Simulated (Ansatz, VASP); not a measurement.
# InAs: VASP beside Ansatz

INCAR

```
PREC = Accurate ; ENCUT = 520
EDIFF = 1E-6 ; ISMEAR = 0
SIGMA = 0.1 ; LREAL = False
LASPH = True ; NELM = 80
ALGO = Normal ; ISIF = 2
LWAVE = False ; LCHARG = False
GGA = PE ; NBANDS = 16
```

The input KPOINTS:

```
Automatic mesh
0
Gamma
  12 12 12
```

Contents of POSCAR:

```
InAs
1.0
    0.0000000000      3.1237908421      3.1237908421
    3.1237908421      0.0000000000      3.1237908421
    3.1237908421      3.1237908421      0.0000000000
In As
1 1
Direct
    0.0000000000      0.0000000000      0.0000000000
    0.2500000000      0.2500000000      0.2500000000
```

Input for Ansatz:

```yaml
crystal:
  lattice:
    - [0.0, 3.1237908442, 3.1237908442]
    - [3.1237908442, 0.0, 3.1237908442]
    - [3.1237908442, 3.1237908442, 0.0]
  atoms:
    - { symbol: In, position: [0.0, 0.0, 0.0] }
    - { symbol: As, position: [0.25, 0.25, 0.25] }
basis:
  ecutwfc: 420
kpoints:
  mp_grid: { grid: [12, 12, 12] }
hamiltonian:
  xc: pbe
scf:
  occupations: { method: gaussian, width: 0.1 }
output:
  forces: true
  stress: true
  eigenvalues: true
```

Alike in both runs: task single point; functional PBE; k mesh 12 × 12 × 12; occupations gaussian, width 0.1 eV; no spin polarisation.

|  | VASP | Ansatz |
| --- | --- | --- |
| version | VASP 6.6.1 | Ansatz 0.2.0 |
| potentials or method | VASP PAW PBE potentials, release 64 (In_d, As) | scalar-relativistic, plane waves, PAW |
| plane-wave cutoff (eV) | 520 | 420 |
| valence electrons in the cell | 18 | 28 |

```tsv
	VASP	Ansatz	Ansatz less VASP
gap on the k mesh at the Fermi level (eV)	none	none	-
pressure (GPa)	-1.3	-1.3	-0.03
```

A gap of «none» marks a metal or a gap that the smearing closes. The two sets of potentials don't hold the same shells in valence.
